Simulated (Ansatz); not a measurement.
# AlN: the cost of one run

Computed with Ansatz 0.2.0 (DFT r2SCAN, scalar-relativistic, plane waves, PAW, unless a step's input says otherwise).

2 further runs of the same task are left out: 2 set aside as unsound or not needed. Runs told in other sessions of the task aren't counted.

## 1. The system as given

It takes space group F-43m (No. 216, cubic). The conventional cell has a = 4.370 Å, b = 4.370 Å, c = 4.370 Å, α = 90.00°, β = 90.00°, γ = 90.00°. Al (site symmetry -43m) is surrounded by 4 N at 1.89 Å. N (site symmetry -43m) is surrounded by 4 Al at 1.89 Å.

Coordinates:

```
CELL_PARAMETERS angstrom
4.36980 0.00000 0.00000
0.00000 -4.36980 0.00000
0.00000 0.00000 -4.36980
ATOMIC_POSITIONS crystal
Al 0.00000 0.00000 0.00000
Al 0.50000 0.50000 0.00000
Al 0.50000 0.00000 0.50000
Al 0.00000 0.50000 0.50000
N 0.75000 0.75000 0.75000
N 0.25000 0.25000 0.75000
N 0.25000 0.75000 0.25000
N 0.75000 0.25000 0.25000
```

It goes back to an entry of the Materials Project, which need not be the stable form.

It is built from the cell relaxed beforehand with the same method (10.43 Å³/atom).

## 2. Zero of energy

The cell is repeated 4 times, 8 atoms in all. Reference values: F = -3713.7488 eV; pressure 0.00 GPa; largest force 0.000 eV/Å; gap on the mesh 3.94 eV. It was computed beforehand with the settings of the runs below.

## 3. The scan: rattled cells

All atoms are moved at random with no net shift, in some cells together with a random strain.

## 4. Point rms move = 0.066 Å

input.yaml

```yaml
crystal:
  lattice:
    - [4.4918993382, -0.011366858, -0.1561517423]
    - [0.011366858, -4.1577061108, -0.037045889]
    - [0.1561517423, -0.037045889, -4.3196909598]
  atoms:
    - { symbol: Al, position: [-0.0041522837, -0.0084114002, 0.0005235141] }
    - { symbol: Al, position: [0.5079784592, 0.4996549533, -0.0048764201] }
    - { symbol: Al, position: [0.505863991, -0.0053373868, 0.4996642915] }
    - { symbol: Al, position: [0.0001993355, 0.5007175029, 0.5077941885] }
    - { symbol: "N", position: [0.7504269318, 0.7589097275, 0.7435698886] }
    - { symbol: "N", position: [0.2672172664, 0.2562776476, 0.7713012303] }
    - { symbol: "N", position: [0.2375098247, 0.7454782042, 0.2367203588] }
    - { symbol: "N", position: [0.7349564751, 0.2527107515, 0.2453029484] }
basis:
  ecutwfc: 500
kpoints:
  mp_grid: { grid: [6, 6, 6] }
hamiltonian:
  xc: r2scan
scf:
  occupations: { method: gaussian, width: 0.05 }
output:
  forces: true
  stress: true
  eigenvalues: true
```

The run is started by

```
> ansatz run input.yaml --threads 2 --pin off --max-ram 5120MiB --backend cpu --events-out ev --progress --plain --runs-dir out
```

What time and memory should one allow on 2 threads of Intel Xeon Platinum 8259CL at 2.50GHz (Skylake/Cascade Lake), shared host?

About 20 s, with a peak of 0.61 GiB.
